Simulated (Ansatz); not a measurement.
## What SrAgCl3 in Cc, a phase reached by a soft mode distorts into

Which phase does SrAgCl3 in Cc, a phase reached by a soft mode fall into along its unstable mode, and how much energy does it gain?

Calculated with Ansatz 0.2.0; DFT PBEsol, scalar-relativistic, plane waves, PAW; PAW set soft_1.

The structure was built from a prototype and need not be the compound's stable phase.

**1. Set-up**

The structure is monoclinic, space group Cc (No. 9). The conventional cell has a = 11.980 Å, b = 7.203 Å, c = 7.429 Å, α = 90.00°, β = 120.79°, γ = 90.00°. Nearest to Ag lie 3 Cl at 2.44 to 2.60 Å. Nearest to Sr lie 6 Cl at 2.85 to 2.91 Å. Cl has 1 Ag at 2.44 Å and 2 Sr at 2.86 to 2.88 Å nearest. Nearest to Cl lie 1 Ag at 2.60 Å and 2 Sr at 2.85 to 2.86 Å. Nearest to Cl lie 1 Ag at 2.45 Å and 2 Sr at 2.88 to 2.91 Å. Farther neighbours and most contacts between anions are not listed.

**2. Zone-centre response**

This phase was reached earlier by freezing in an unstable mode of a structure of higher symmetry and relaxing. Its zone-centre modes can show that it is still unstable.

Input file input.yaml:

```yaml
crystal:
  lattice:
    - [5.9898157057, -3.6014896989, 0.0]
    - [5.9898157057, 3.6014896989, 0.0]
    - [-3.8026210679, 0.0, 6.3823415408]
  atoms:
    - { symbol: Ag, position: [0.7393843471, 0.2053418476, 0.7314123404] }
    - { symbol: Ag, position: [0.2053418476, 0.7393843471, 0.2314123404] }
    - { symbol: Sr, position: [0.9882960546, 0.496632535, 0.4925315585] }
    - { symbol: Sr, position: [0.496632535, 0.9882960546, 0.9925315585] }
    - { symbol: Cl, position: [0.3859389882, 0.3239991419, 0.804255951] }
    - { symbol: Cl, position: [0.5748379388, 0.7983255848, 0.3001400379] }
    - { symbol: Cl, position: [0.3239991419, 0.3859389882, 0.304255951] }
    - { symbol: Cl, position: [0.7983255848, 0.5748379388, 0.8001400379] }
    - { symbol: Cl, position: [0.9100669717, 0.095583559, 0.1716601123] }
    - { symbol: Cl, position: [0.095583559, 0.9100669717, 0.6716601123] }
kpoints:
  mp_grid: { grid: [4, 4, 4] }
hamiltonian:
  xc: pbesol
  pseudopotentials: { kind: paw, azcp: { folder: soft_1 }, xc_functional: pbe }
scf:
  occupations: { method: fixed }
output:
  eigenvalues: true
phonons:
  method: dfpt
  dielectric: true
  rigid_motions: translations
```

Command:

```sh
> ansatz run input.yaml --threads 4 --pin off --max-ram 16384MiB --backend cpu --events-out ev --progress --plain --runs-dir out
```

Numbers of over 12 decimals in the logs are rounded to 6 here.

Log:

```text
Engine: ansatz 0.2.0, aarch64-unknown-linux-gnu
Pseudopotentials: kind: paw
Pseudopotential: Ag, paw, valence charge 19, recommended cutoff 420 eV (normal), soft_1/Ag.paw.azcp
Pseudopotential: Sr, paw, valence charge 10, recommended cutoff 420 eV (normal), soft_1/Sr.paw.azcp
Pseudopotential: Cl, paw, valence charge 7, recommended cutoff 420 eV (normal), soft_1/Cl.paw.azcp
Functional definition: PBEsol
  exchange = pbesol_x
  correlation = pbesol_c
Crystal: 10 atoms, lattice volume = 275.363 Å³
Basis set: ecut = 420 eV, 5385 PW (Γ), exchange–correlation on 96×96×100 points (8 copies of the dense FFT grid, shifted against one another)
Bands: 60, of which v1, the nominal top of the filled ones, is band 50 counted from 1 (49 counted from 0)
Symmetry: 2 space group operations
k-points: 36 of 64 (irreducible under 1 space group operation, time reversal used)
Non-local potential: Ag, projectors of the file, l = 0: 3, l = 1: 2, l = 2: 2, l = 3: 1
Non-local potential: Sr, projectors of the file, l = 0: 3, l = 1: 2, l = 2: 2
Non-local potential: Cl, projectors of the file, l = 0: 2, l = 1: 2, l = 2: 1
PAW form: soft (Blöchl's): semilocal exchange-correlation on the pseudo side does not see the compensation charge
PAW frozen core: Ag, regenerated for the run's functional, and the local potential with it (the file was generated under x = pbe(κ = 0.804, μ = 0.219515), c = pbe(β = 0.066725))
PAW frozen core: Sr, regenerated for the run's functional, and the local potential with it (the file was generated under x = pbe(κ = 0.804, μ = 0.219515), c = pbe(β = 0.066725))
PAW frozen core: Cl, regenerated for the run's functional, and the local potential with it (the file was generated under x = pbe(κ = 0.804, μ = 0.219515), c = pbe(β = 0.066725))
PAW one-centre angular grid: Ag, 590 points (default); XC on 64 Gauss nodes
PAW one-centre angular grid: Sr, 110 points (default); XC on 64 Gauss nodes
PAW one-centre angular grid: Cl, 110 points (default); XC on 64 Gauss nodes
Initial density: superposition of atomic densities (chi_scale 0.1, normalization cell, long waves kept (reshape's long-wave potential 0.01 eV rms))
Initial wavefunctions: pseudopotential atomic-orbital guess
Functional: x = pbesol(κ = 0.804, μ = 0.123457), c = pbesol(β = 0.046)
SCF iter   1: F=—  HF=-28413.921977 eV  |F-HF|=—  |Δ(HF+E_count)|=         —  Δρ=4.95e-2  dr2=1.10e1  ethr=3.10e-3  ⟨swp⟩=8.0  Hψ=10351  notcnv=0  defer=265
preconditioner: auto → Resta (q_TF=auto, 2.304 Å⁻¹)  ε∞=4.2  [insulator: Δε(μ)=3.017 eV  Ē_g=11.135 eV  n_scr=58 (ndim 8)  ℏωp=20.0 eV  f_vac=0.003  ε∞_Penn≈4.2]
SCF iter   2: F=—  HF=-28410.518244 eV  |F-HF|=—  |Δ(HF+E_count)|=    3.40e0  Δρ=1.66e-2  dr2=1.64e0  ethr=3.10e-3  ⟨swp⟩=4.2  Hψ=4922  notcnv=0  defer=250
SCF iter   3: F=—  HF=-28409.994848 eV  |F-HF|=—  |Δ(HF+E_count)|=   5.23e-1  Δρ=6.82e-3  dr2=2.85e-1  ethr=1.64e-3  ⟨swp⟩=4.0  Hψ=3908  notcnv=0  defer=288
SCF iter   4: F=—  HF=-28409.923187 eV  |F-HF|=—  |Δ(HF+E_count)|=   7.17e-2  Δρ=3.47e-3  dr2=4.04e-2  ethr=2.85e-4  ⟨swp⟩=3.5  Hψ=4424  notcnv=0  defer=283
SCF iter   5: F=—  HF=-28409.925179 eV  |F-HF|=—  |Δ(HF+E_count)|=   1.99e-3  Δρ=1.01e-3  dr2=3.25e-3  ethr=4.04e-5  ⟨swp⟩=3.8  Hψ=3964  notcnv=0  defer=288
SCF iter   6: F=—  HF=-28409.927584 eV  |F-HF|=—  |Δ(HF+E_count)|=   2.40e-3  Δρ=2.29e-4  dr2=2.08e-4  ethr=3.25e-6  ⟨swp⟩=2.2  Hψ=3155  notcnv=0  defer=288
SCF iter   7: F=—  HF=-28409.927964 eV  |F-HF|=—  |Δ(HF+E_count)|=   3.80e-4  Δρ=5.36e-5  dr2=1.17e-5  ethr=2.08e-7  ⟨swp⟩=2.0  Hψ=3516  notcnv=0  defer=288
SCF iter   8: F=—  HF=-28409.927985 eV  |F-HF|=—  |Δ(HF+E_count)|=   2.18e-5  Δρ=1.31e-5  dr2=6.65e-7  ethr=1.17e-8  ⟨swp⟩=2.0  Hψ=3156  notcnv=0  defer=288
SCF iter   9: F=—  HF=-28409.927823 eV  |F-HF|=—  |Δ(HF+E_count)|=   1.62e-4  Δρ=3.73e-6  dr2=6.12e-8  ethr=6.65e-10  ⟨swp⟩=2.0  Hψ=3461  notcnv=0  defer=285
SCF iter  10: F=—  HF=-28409.927823 eV  |F-HF|=—  |Δ(HF+E_count)|=   5.49e-8  Δρ=1.38e-6  dr2=8.16e-9  ethr=6.12e-11  ⟨swp⟩=2.1  Hψ=3400  notcnv=0  defer=285
SCF iter  11: F=—  HF=-28409.927823 eV  |F-HF|=—  |Δ(HF+E_count)|=   6.74e-9  Δρ=3.75e-7  dr2=5.79e-10  ethr=8.16e-12  ⟨swp⟩=2.0  Hψ=3278  notcnv=0  defer=285
SCF iter  12: F=-28409.927823 eV  HF=-28409.927823 eV  |F-HF|=2.18e-11  |Δ(HF+E_count)|=  7.24e-10  Δρ=1.04e-7  dr2=4.03e-11  ethr=1.00e-12  ⟨swp⟩=22.4  Hψ=18992  notcnv=0
SCF 1 converged in 12 iterations: F = -28409.927823 eV  dr2 = 4.03e-11
  greatest PAW one-centre occupation: 1.001 electrons in one spin orbital (limit 2), on the Ag atom at site 1 (counted from 0), in its partial waves of l = 0
NSCF: frozen V_eff on 3 k-points
DFPT response loops at Γ: preconditioner auto → Resta (q_TF=auto, 2.304 Å⁻¹)  ε∞=4.5 (no band partly filled); β = 1.00, the filter's whole step (`scf.mixing.beta` (0.50) is not read by the response loops at its default; to damp them type it under 1.00, their step now; it binds the ground state too); Broyden in place of MSR1
── the response to a field inside a basis, on 4×4×4 k-points: an SCF that follows is theirs, and a resumed run solves both again ──
Bands: 51, of which v1, the nominal top of the filled ones, is band 50 counted from 1 (49 counted from 0)
k-points: 20 of 64 (time reversal used)
Initial density: handed on by an earlier stage of this run
Initial wavefunctions: pseudopotential atomic-orbital guess (no wavefunctions were taken with the density)
Eigensolver: Dense (20 Hₖ)
SCF iter   1: F=—  HF=-28409.725196 eV  |F-HF|=—  |Δ(HF+E_count)|=         —  Δρ=5.95e-4  dr2=3.21e-4  ethr=1.00e-1
preconditioner: auto → Resta (q_TF=auto, 2.304 Å⁻¹)  ε∞=5.0  [insulator: Δε(μ)=3.107 eV  Ē_g=9.967 eV  n_scr=58 (ndim 8)  ℏωp=20.0 eV  f_vac=0.085  ε∞_Penn≈5.0]
SCF iter   2: F=—  HF=-28409.725232 eV  |F-HF|=—  |Δ(HF+E_count)|=   3.60e-5  Δρ=2.73e-4  dr2=6.67e-5  ethr=3.21e-7
SCF iter   3: F=—  HF=-28409.725271 eV  |F-HF|=—  |Δ(HF+E_count)|=   3.84e-5  Δρ=9.11e-5  dr2=1.05e-5  ethr=6.67e-8
SCF iter   4: F=—  HF=-28409.725275 eV  |F-HF|=—  |Δ(HF+E_count)|=   4.21e-6  Δρ=1.49e-5  dr2=7.85e-7  ethr=1.05e-8
SCF iter   5: F=-28409.725275 eV  HF=-28409.725275 eV  |F-HF|=1.03e-7  |Δ(HF+E_count)|=   2.51e-7  Δρ=4.68e-6  dr2=6.12e-8  ethr=7.85e-10
SCF 1 converged in 5 iterations: F = -28409.725275 eV  dr2 = 6.12e-8
DFPT response loops at Γ: preconditioner auto → Resta (q_TF=auto, 2.304 Å⁻¹)  ε∞=4.4 (no band partly filled); β = 1.00, the filter's whole step (`scf.mixing.beta` (0.50) is not read by the response loops at its default; to damp them type it under 1.00, their step now; it binds the ground state too); Broyden in place of MSR1
SCF converged after 12 iterations
Free energy (F): -28409.927823 eV
Harris-Foulkes:  -28409.927823 eV  (|F-HF|=2.18e-11)
Internal energy: -28409.927823 eV  (E = F + TS)
E sigma→0 (E₀):  -28409.927823 eV
Fermi energy:    4.231913 eV
--- Per-component energies (eV) ---
  E_band       = -1177.941012
  E_kinetic    = 2319.751690
  E_local      = -10281.727998  (includes V_loc(G=0)·N_el)
  E_nonlocal   = 732.457769
  E_hartree    = 4284.896500
  E_xc         = -1299.182333
  E_vxc        = -1404.904786  (∫ρ·V_xc dr)
  E_paw        = -16911.244211  (= ΣΔE_a)
  E_vpaw       = -1113.311775  (= ΣTr[D̂ρ^β])
  E_aug_tail   = 0.001359  (compensation charges beyond the density's cutoff)
  E_ewald      = -7256.265368
  E_core_change = 1.384769  (= ΣΔE_core)
  E_smearing   = -0.000000  (= −TS)
  E_closure    = 0.000000  (closes the sum)
  Σ components = -28409.927823   (vs F -28409.927823, Δ=0.00e0)
--- Band table (eV; the first three rows and the last of 36) ---
  k-point 0: bands = [... 46 lower, 3.4699, 3.4702, 4.0266, 4.0346, 7.1668, 9.1780, 9.5296, 9.6924, ... 6 higher]
  k-point 1: bands = [... 46 lower, 3.4850, 3.5324, 4.0285, 4.0337, 7.5765, 9.0368, 9.4408, 9.6541, ... 6 higher]
  k-point 2: bands = [... 46 lower, 3.5288, 3.5288, 4.0241, 4.0241, 8.4340, 8.4340, 9.4508, 9.4508, ... 6 higher]
  k-point 35: bands = [... 46 lower, 3.4570, 3.4570, 4.0947, 4.0947, 8.7460, 8.7460, 9.4730, 9.4730, ... 6 higher]
--- Phonons (Γ-DFPT): 15 representative perturbations + reference, on 36 of 64 k-points (Σ response iterations 55) ---
  k mesh reduced under 1 symmetry operation, with k and −k counted as one. Each operation leaves every solved perturbation unchanged. A smaller set is not considered because the run solves the response to a homogeneous field
  ASR residual: 1.676e-4 → 0.000e0 eV/Å²; symmetrization residual: 6.146e-6 eV/Å²
  ASR residual per site (eV/Å²): 3.43e-5 3.43e-5 1.68e-4 1.68e-4 4.72e-5 4.81e-5 4.72e-5 4.81e-5 4.01e-5 4.01e-5
  Γ frequencies (cm⁻¹): -13.61 0.00 0.00 0.00 16.23 29.09 42.17 50.24 59.80 59.99 68.41 69.99 73.39 85.50 86.66 125.60 136.84 137.64 158.46 168.20 175.90 178.96 190.85 198.55 199.30 209.46 213.14 227.57 245.49 247.77
  ε∞ (high-frequency dielectric tensor):
        3.316492    -0.000000    -0.009198
       -0.000000     3.411282    -0.000000
       -0.009198    -0.000000     3.065419
  softest optical mode at Γ: -13.61 cm⁻¹; the repairs (sum rule, projections) moved no ω² at Γ by more than (1.48 cm⁻¹)²
  Born effective charges Z* (e; rows j = field, columns β = displacement):
    site 0:
         1.14487    0.01840    0.02168
        -0.01525    1.18855   -0.01068
         0.02609    0.07317    0.83526
    site 1:
         1.14487   -0.01840    0.02168
         0.01525    1.18855    0.01068
         0.02609   -0.07317    0.83526
    site 2:
         2.49723   -0.15653    0.00374
         0.08946    2.57540   -0.01447
        -0.02239    0.01662    2.41895
    site 3:
         2.49723    0.15653    0.00374
        -0.08946    2.57540    0.01447
        -0.02239   -0.01662    2.41895
    site 4:
        -1.10478    0.00748    0.18282
        -0.02435   -1.27707    0.33613
         0.20366    0.26100   -1.05246
    site 5:
        -1.33341    0.05586    0.10601
         0.00580   -1.33408    0.32286
         0.07281    0.35220   -1.10651
    site 6:
        -1.10478   -0.00748    0.18282
         0.02435   -1.27707   -0.33613
         0.20366   -0.26100   -1.05246
    site 7:
        -1.33341   -0.05586    0.10601
        -0.00580   -1.33408   -0.32286
         0.07281   -0.35220   -1.10651
    site 8:
        -1.20392   -0.04213   -0.31424
        -0.06101   -1.15280   -0.02005
        -0.28018    0.04322   -1.09524
    site 9:
        -1.20392    0.04213   -0.31424
         0.06101   -1.15280    0.02005
        -0.28018   -0.04322   -1.09524
  Z* charge neutrality: 1.048e-2 e pre-enforcement
  solved inside a basis spanned on kpoints, on 4×4×4 k-points, its susceptibility summed on 8×8×6: ε∞ is read to err by 1.2e-2, Z* by 2.9e-2 e (field_mesh: kpoints solves on kpoints); Z* is corrected for what the basis lacks
  optical modes at Γ without the LO–TO term, one row a degenerate level:
      ω (cm⁻¹)  modes    IR ((D/Å)²/amu)
        -13.61      1             0.0062
         16.23      1             0.8092
         29.09      1             0.3248
         42.17      1             0.1262
         50.24      1             0.1337
         59.80      1             0.7090
         59.99      1             0.0701
[...]
optical modes at Γ + LO–TO along q̂ = [1.0000, 0.0000, 0.0000]:
      ω (cm⁻¹)  modes    IR ((D/Å)²/amu)
[...]
optical modes at Γ + LO–TO along q̂ = [0.0000, 1.0000, 0.0000]:
      ω (cm⁻¹)  modes    IR ((D/Å)²/amu)
[...]
optical modes at Γ + LO–TO along q̂ = [0.0000, 0.0000, 1.0000]:
      ω (cm⁻¹)  modes    IR ((D/Å)²/amu)
[...]
158.85      1             6.7171
        168.20      1             1.2559
        175.90      1             0.0258
        178.98      1             0.1373
        198.36      1             0.4872
        199.30      1             6.2363
        209.29      1             1.0811
        213.14      1             0.1254
        227.57      1             0.2007
        230.85      1             6.8534
        245.49      1             1.3139
        249.02      1             1.0788
```

It took 8.3 min on 4 threads of Arm Neoverse V1, shared host; peak memory 3.3 GiB.

Numbers from this step:

| Item | Value |
| --- | --- |
| gap on the k-mesh | 2.935 eV |
| volume per atom | 27.54 Å³ |
| sum-rule residual before enforcement | 1.68e-4 eV/Å² |
| miss of the charge sum rule | 0.01048 e |
| estimated error of the dielectric tensor | 0.01162 |
| estimated error of the Born charges | 0.02889 e |
| point group | m |
| highest optical mode at the zone centre (no LO-TO term) | 247.8 cm⁻¹ |
| lowest optical zone-centre mode | -13.61 cm⁻¹ |
| mean high-frequency dielectric constant | 3.264 |
| largest Born charge (third of the trace) | 2.497 e |
| top of the zone-centre spectrum with the field | 262.4 cm⁻¹ |

Without the LO-TO term. Patterns of degenerate modes are one choice out of their space. Modes at Γ, with each element's share of the kinetic energy (negative means imaginary):

```csv
mode,frequency (cm⁻¹),symmetry,Ag %,Sr %,Cl %
1,-13.6,A'',95,1,4
2,0.0,acoustic,36,29,35
3,0.0,acoustic,36,29,35
4,0.0,acoustic,36,29,35
5,16.2,A',64,5,31
6,29.1,A'',52,1,47
7,42.2,A',55,14,31
8,50.2,A',35,14,51
9,59.8,A',3,32,64
10,60.0,A'',20,34,45
11,68.4,A'',4,29,67
12,70.0,A',5,26,69
13,73.4,A'',39,5,56
14,85.5,A'',8,26,66
15,86.7,A',22,19,59
16,125.6,A'',4,66,30
17,136.8,A'',7,59,34
18,137.6,A',11,61,28
19,158.5,A',4,25,71
20,168.2,A'',5,18,77
21,175.9,A'',1,1,98
22,179.0,A',0,2,97
23,190.8,A',3,26,71
24,198.6,A',1,10,90
25,199.3,A'',3,22,75
26,209.5,A',2,7,92
27,213.1,A'',0,2,97
28,227.6,A'',1,6,94
29,245.5,A'',25,0,75
30,247.8,A',24,2,74
```

Displacements in mode 1 (-13.6 cm⁻¹), the largest set to 1:
```
Ag1 -0.04  0.10 -1.00
Ag2  0.04  0.10  1.00
Sr3 -0.01 -0.08  0.02
Sr4  0.01 -0.08 -0.02
Cl5 -0.03 -0.12 -0.05
Cl6  0.15  0.08  0.27
Cl7  0.03 -0.12  0.05
Cl8 -0.15  0.08 -0.27
Cl9 -0.08 -0.07  0.10
Cl10 0.08 -0.07 -0.10
```

Displacements in mode 17 (136.8 cm⁻¹), the largest set to 1:
```
Ag1 -0.01  0.29  0.17
Ag2  0.01  0.29 -0.17
Sr3 -1.00 -0.52 -0.06
Sr4  1.00 -0.52  0.06
Cl5 -0.44 -0.15 -0.35
Cl6  0.25  0.19  0.34
Cl7  0.44 -0.15  0.35
Cl8 -0.25  0.19 -0.34
Cl9 -0.70  0.36  0.82
Cl10 0.70  0.36 -0.82
```

Before it was imposed, the acoustic sum rule was missed by 1.7e-4 eV/Å² and the charge sum rule by 0.010 e. Small misses are needed for a sound result but don't prove that mesh and cutoff are converged. The lowest optical mode is imaginary, 13.6i cm⁻¹, so the energy falls along it.

**3. The mode frozen in, largest atomic shift 0 Å**

The mode followed lies at Γ with frequency 13.6i cm⁻¹, the softest among the wavevectors solved. At small amplitude the distorted cell has space group no. 1 by a symmetry search on the positions. The undistorted cell that holds it gives the zero of energy on the same k mesh.

input.yaml, as its differences from that of step 2:

```diff
@@ -22,8 +22,6 @@
 scf:
-  occupations: { method: fixed }
+  occupations: { method: gaussian, width: 0.02 }
 output:
+  forces: true
+  stress: true
   eigenvalues: true
-phonons:
-  method: dfpt
-  dielectric: true
-  rigid_motions: translations
```

Log:

```text
[...]
Crystal: 10 atoms, lattice volume = 275.363 Å³
Basis set: ecut = 420 eV, 5385 PW (Γ), exchange–correlation on 96×96×100 points (8 copies of the dense FFT grid, shifted against one another)
Bands: 60, of which v1, the nominal top of the filled ones, is band 50 counted from 1 (49 counted from 0)
Symmetry: 2 space group operations
[...]
k-points: 24 of 64 (time reversal used)
[...]
k-point 0: bands = [... 46 lower, 3.4699, 3.4702, 4.0266, 4.0346, 7.1668, 9.1780, 9.5296, 9.6924, ... 5 higher]
  k-point 1: bands = [... 46 lower, 3.4850, 3.5324, 4.0285, 4.0337, 7.5765, 9.0368, 9.4408, 9.6541, ... 5 higher]
  k-point 2: bands = [... 46 lower, 3.5288, 3.5288, 4.0241, 4.0241, 8.4340, 8.4340, 9.4507, 9.4507, ... 5 higher]
  k-point 23: bands = [... 46 lower, 3.4570, 3.4570, 4.0947, 4.0947, 8.7460, 8.7460, 9.4730, 9.4730, ... 5 higher]
[key lines of the parts left out:]
SCF converged after 9 iterations
Free energy (F): -28409.927823 eV
Fermi energy:    5.699355 eV
P = ⅓ Tr σ = -0.0001 GPa (-0.001 kbar)
```

Elapsed: 12 s, on 4 threads; peak memory 0.74 GiB; 45 s of CPU time.

This step gave:

| Item | Value |
| --- | --- |
| pressure | -1.08e-4 GPa |
| energy from the undistorted cell | 0 meV/atom |

At this level the gap is 2.93 eV on the k-mesh of the self-consistent run, which can miss the band edges.

**4. The mode frozen in, largest atomic shift 0.45 Å**

The atoms are moved along the unstable eigenvector, the largest shift by 0.45 Å, with the cell fixed.

input.yaml, the sections that differ from step 3:

```yaml
crystal:
  lattice:
    - [5.9898157057, -3.6014896989, 0.0]
    - [5.9898157057, 3.6014896989, 0.0]
    - [-3.8026210679, 0.0, 6.3823415408]
  atoms:
    - { symbol: Ag, position: [0.7692691215, 0.2226215881, 0.8015152501] }
    - { symbol: Ag, position: [0.1880621071, 0.7094995727, 0.1613094307] }
    - { symbol: Sr, position: [0.9832374944, 0.501615865, 0.4908626447] }
    - { symbol: Sr, position: [0.491649205, 0.9933546148, 0.9942004723] }
    - { symbol: Cl, position: [0.3806843111, 0.3335083049, 0.8074423216] }
    - { symbol: Cl, position: [0.568086941, 0.7815548473, 0.2811210779] }
    - { symbol: Cl, position: [0.3144899789, 0.3911936653, 0.3010695804] }
    - { symbol: Cl, position: [0.8150963223, 0.5815889366, 0.8191589979] }
    - { symbol: Cl, position: [0.9064576449, 0.1007650234, 0.1648381219] }
    - { symbol: Cl, position: [0.0904020946, 0.9136762985, 0.6784821027] }
# kpoints, hamiltonian, scf, output: as in step 3
```

Log:

```text
[...]
Crystal: 10 atoms, lattice volume = 275.363 Å³
Basis set: ecut = 420 eV, 5385 PW (Γ), exchange–correlation on 96×96×100 points (8 copies of the dense FFT grid, shifted against one another)
Bands: 60, of which v1, the nominal top of the filled ones, is band 50 counted from 1 (49 counted from 0)
Symmetry: 1 space group operations
[...]
k-points: 36 of 64 (time reversal used)
[...]
k-point 0: bands = [... 46 lower, 3.5349, 3.6710, 4.0162, 4.1783, 7.1434, 9.2269, 9.4606, 9.7423, ... 4 higher]
  k-point 1: bands = [... 46 lower, 3.5237, 3.6570, 3.9910, 4.1828, 7.5728, 9.1217, 9.3732, 9.6566, ... 4 higher]
  k-point 2: bands = [... 46 lower, 3.5124, 3.6421, 3.9691, 4.1827, 8.2785, 8.7092, 9.3640, 9.4647, ... 4 higher]
  k-point 35: bands = [... 46 lower, 3.4241, 3.5408, 4.1027, 4.1948, 8.7064, 8.7751, 9.3212, 9.6561, ... 4 higher]
[key lines of the parts left out:]
SCF converged after 10 iterations
Free energy (F): -28409.937615 eV
Fermi energy:    5.699742 eV
P = ⅓ Tr σ = 0.0194 GPa (0.194 kbar)
```

The job ended after 16 s (4 threads; peak memory 0.83 GiB).

Numbers from this step:

```
pressure                         : 0.01937 GPa
gap on the k-mesh                : 2.887 eV
energy from the undistorted cell : -0.979 meV/atom
```

The energy, extrapolated to zero smearing, is -0.98 meV/atom against the undistorted cell.

The run ends at a pressure of 0.02 GPa, with forces up to 0.088 eV/Å.

(Continued in part 2 of 3.)

[Logs are printed without paths, hosts, clocks, repeated set-up lines and the standing remarks that a program may print on its own settings, such as how far it seeks lower states.]

[Hosts, paths, dates, database ids (printed as entryN), source tags and the programs' standing remarks are cut or masked in the printed files.]
